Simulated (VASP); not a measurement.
Input:

```yaml
crystal:
  lattice:
    - [1.34756, -2.33403, 0.00000]
    - [1.34756, 2.33403, 0.00000]
    - [0.00000, 0.00000, 4.37509]
  atoms:
    - { symbol: Be, position: [0.66667, 0.33333, 0.50006] }
    - { symbol: Be, position: [0.33333, 0.66667, 0.00006] }
    - { symbol: O, position: [0.66667, 0.33333, 0.87794] }
    - { symbol: O, position: [0.33333, 0.66667, 0.37794] }
```

These are PBEsol GGA, VASP's PBE PAW potentials (set 64) (plane waves; VASP) values and carry that method's errors. Run with 520 eV cut-off, Gaussian smearing of 0.050 eV, potentials Be O.

**Question.** Give the energies of bands 3 to 10 at the high-symmetry points, in eV from the valence-band maximum.

**Answer.** 
| band | Γ | M | K | A | L | H |
|---|---|---|---|---|---|---|
| 3 | -6.37 | -5.85 | -5.70 | -3.45 | -5.62 | -4.54 |
| 4 | -1.03 | -4.15 | -3.73 | -3.45 | -5.62 | -4.54 |
| 5 | -1.03 | -3.44 | -3.73 | -0.55 | -1.91 | -4.47 |
| 6 | -0.04 | -2.70 | -2.96 | -0.55 | -1.91 | -4.47 |
| 7 | -0.04 | -2.02 | -2.45 | -0.55 | -1.75 | -1.30 |
| 8 | 0.00 | -0.95 | -2.45 | -0.55 | -1.75 | -1.30 |
| 9 | 7.48 | 9.58 | 8.87 | 9.73 | 8.83 | 11.44 |
| 10 | 11.49 | 10.02 | 12.67 | 9.73 | 8.83 | 11.44 |

The gap is direct, 7.48 eV, from the valence maximum at Γ to the conduction minimum at Γ.

The compound is BeO in the wurtzite structure. It was relaxed first.
